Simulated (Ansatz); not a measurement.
MgO (P6_3/mmc) from a database structure, relaxed with r2SCAN in Ansatz: space group P6_3/mmc (No. 194), hexagonal; conventional cell a = 3.484 Å, c = 4.185 Å, 11.00 Å³ an atom. Mg has 5 O at 2.01–2.09 Å; O has 5 Mg at 2.01–2.09 Å. The primitive cell holds 4 atoms in 44.00 Å³. (Simulation; spin polarisation is off.)

Computed values: PBE gives a gap of 3.45 eV and PBE0 (25 % exact exchange) 5.76 eV; one over PBE's mean ε∞ is 0.333. r2SCAN gives 4.09 eV and r2SCAN0 (25 %) 6.18 eV. HSE06 (6×6×4) gives a least gap of 5.05 eV, direct. PBEsol's static dielectric constant, on its own cell and averaged over directions, is 7.3.

(1) What is the density?

(2) Taking the gap as linear in the share of unscreened exchange, estimate the gap of the hybrid whose share is 1/ε∞.

(3) Interpolate to r2SCANh, with 10 % exact exchange.

(4) At what wavelength does absorption set in by HSE06, excitons left aside?

(5) As a gate dielectric 3 nm thick, what equivalent oxide thickness and capacitance would it have, with 3.9 for amorphous SiO₂?

## Answers

(1) The cell holds 2 Mg, 2 O: M = 2×24.305 + 2×15.999 = 80.61 u in V = 44.00 Å³. ρ = 1.66054 × M/V = 1.66054 × 80.61/44.00 = 3.042 g/cm³, for the static r2SCAN lattice.

(2) The slope is (5.76 − 3.45)/0.25 = 9.24 eV per unit share, so E_g ≈ 3.45 + 9.24 × 0.333 = 6.53 eV. The run with that share gives 6.55 eV (6×6×4 mesh), +0.02 eV from the straight line.

(3) 4.09 + (6.18 − 4.09) × 0.10/0.25 = 4.93 eV; the run gives 4.92 eV (-0.01 eV against the interpolation).

(4) λ = 1239.84 eV nm/E: 246 nm for the least gap. That lies in the ultraviolet, so by this gap the crystal is transparent to visible light.

(5) EOT = t × 3.9/κ = 3 × 3.9/7.3 = 1.60 nm; C/A = ε₀κ/t = 8.854 × 7.3/3 = 21.5 fF/µm². This takes the ideal crystal's mean κ, without interface layers; the tensor is anisotropic (6.0, 6.0, 9.8), so an oriented film differs.

The meshes of the hybrids are coarse, so their gaps aren't converged to the digits shown.
